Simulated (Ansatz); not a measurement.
## V (beta tin type) under strong compression

```xyz
2
Lattice="-2.3278 2.3278 1.2915 2.3278 -2.3278 1.2915 2.3278 2.3278 -1.2915" Properties=species:S:1:pos:R:3 pbc="T T T"
V     0.0000   -1.1639   -0.3229
V     0.0000    1.1639    0.3229
```

The cell comes from a relaxation on PAW files under the same functional, begun from a prototype that needn't be the stable phase.

Its volume is scaled, and at each volume shape and atoms are relaxed on PAW files; all methods then take that cell.

All numbers are PBE results (scalar-relativistic) from Ansatz 0.2.0, with a Γ-centred 17×17×17 k mesh, Fermi–Dirac smearing of 0.05 eV, no spin polarisation. Methods: LAPW: all electrons, basis error target 1 meV/atom; PAW: frozen-core files, cutoff 420 eV; crystal datasets: all electrons, by PAW datasets that the program makes for each cell; norm-conserving: pseudopotentials, cutoff 1143 eV; PAW (core large): files with a larger core, cutoff 420 eV.

Energies are extrapolated to zero smearing and count from the unscaled cell; pressure is positive in compression; gaps take the mesh and a band path. No temperature or zero-point motion is included.

The structure type is held throughout; the real material can change phase at far lower pressure.

```tsv
V/V0	V (Å³/atom)	P LAPW (GPa)	ΔE LAPW (eV/atom)	P PAW − LAPW (GPa)	ΔE PAW − LAPW (meV/atom)	space group	shortest distance (Å)
1.00	14.00	-0.06	0.000	0.06	0.0	I4_1/amd	2.416
0.92	12.88	15.06	0.049	0.06	0.4	I4_1/amd	2.345
0.84	11.76	37.5	0.227	0.05	0.8	I4_1/amd	2.270
0.76	10.64	71.0	0.597	0.09	1.3	I4_1/amd	2.190
0.68	9.52	?	?	?	?	?	?
0.60	8.40	205.8	2.384	-0.32	1.2	I4_1/amd	2.019
0.52	7.28	346.3	4.267	-1.64	-4.6	I4_1/amd	1.927
0.45	6.30	560.5	6.979	-5.84	-24.4	I4_1/amd	1.840
```

Fit the Vinet equation to the LAPW pressures shown (residuals weighted by 1/(|P| + 0.03·Pmax)), and predict the pressure of the withheld row.

The fit gives V0 = 14.00 Å³/atom, B0 = 148 GPa and B0′ = 4.25. At 9.52 Å³/atom, x = (V/V0)^(1/3) = 0.8793, and P = 3·B0·(1 − x)/x²·exp[1.5·(B0′ − 1)·(1 − x)] = 124.6 GPa. The run itself gave 122.8 GPa (+1.5 % off) and ΔE = 1.260 eV/atom.

From the table, what is the rise of the enthalpy H = E + pV up to the last row, and how stiff is the crystal between the last two rows?

ΔH = 6.979 eV + (560.5 GPa × 6.30 Å³ + 0.06 GPa × 14.00 Å³) × 0.006242 eV/(GPa·Å³) = 29.02 eV/atom, of which pV makes 76 %. The mean bulk modulus there is −ΔP/Δln V = 1480 GPa.

At the smallest volume, how far do crystal datasets and norm-conserving and PAW (core large) lie from LAPW in pressure?

crystal datasets: 0.00 GPa; norm-conserving: -7.38 GPa; PAW (core large): -5.84 GPa, on a LAPW pressure of 560.5 GPa.

How do the Löwdin populations by LAPW change from the unscaled cell to the last row?

V 3s 1.96 → 1.85, V 4s 0.83 → 0.48, V 3p 5.99 → 5.90, V 3d 4.10 → 4.72 electrons an atom. These are projections on the shells that the free atoms fill; 0.25 e a cell lies outside them at the start and 0.11 e at the end.
